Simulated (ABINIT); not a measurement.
Crystal: C.

```
C
1.0
     2.52210    0.00000    0.00000
    -1.26105    2.18420    0.00000
     0.00000    0.00000    8.23710
C
8
Direct
  0.66667 0.33333 0.84375
  0.33333 0.66667 0.34375
  0.66667 0.33333 0.65625
  0.33333 0.66667 0.15625
  0.00000 0.00000 0.90625
  0.00000 0.00000 0.40625
  0.00000 0.00000 0.59375
  0.00000 0.00000 0.09375
```

This is a hexagonal form of diamond, not graphite.

```yaml
Program: ABINIT 10.8.3 (patched build)
Task: single point
Functional: PBE
Potentials_or_basis: JTH PAW PBE v2.0
Cutoff: 517 eV
k_mesh: 12 × 12 × 4
Occupations: fermi-dirac, width 0.05 eV
Spin: no spin polarisation
```

On this cell: pressure 1.6 GPa; largest force 0.327 eV/Å; band gap on the k mesh 4.41 eV, indirect (least direct gap 5.18 eV).

The same run follows on a disturbed copy (atoms moved at random, drawn with an rms of 0.05 Å):

```
CELL_PARAMETERS angstrom
2.52210 0.00000 0.00000
-1.26105 2.18420 0.00000
0.00000 0.00000 8.23710
ATOMIC_POSITIONS crystal
C 0.68713 0.35110 0.84840
C 0.33849 0.68121 0.34483
C 0.64907 0.31102 0.65284
C 0.34016 0.65967 0.15310
C 0.00173 0.00253 0.91156
C 0.99029 0.99557 0.39648
C 0.01803 0.01449 0.58987
C 0.00476 0.00024 0.09064
```

Question: What does the disturbed cell give?

Answer: The energy moves by +58.9 meV/atom; pressure 3.8 GPa; largest force 4.057 eV/Å; band gap on the k mesh 3.69 eV, indirect (least direct gap 4.19 eV).

Forces on the atoms (eV/Å):
```
C   -1.084 -1.564 -1.071
C   -0.337 -1.683 -2.601
C    1.901  2.781  0.690
C   -0.622  0.773  0.219
C    0.828  0.994 -1.860
C    0.884  1.671  3.590
C   -1.919 -2.510 -0.236
C    0.347 -0.462  1.269
```

Stress tensor (GPa, compression positive):
```
 0.80  0.98  0.96
 0.98 -0.77  1.52
 0.96  1.52 11.47
```

Caveats: the atomic spheres overlap.

A k mesh can miss the band edges.
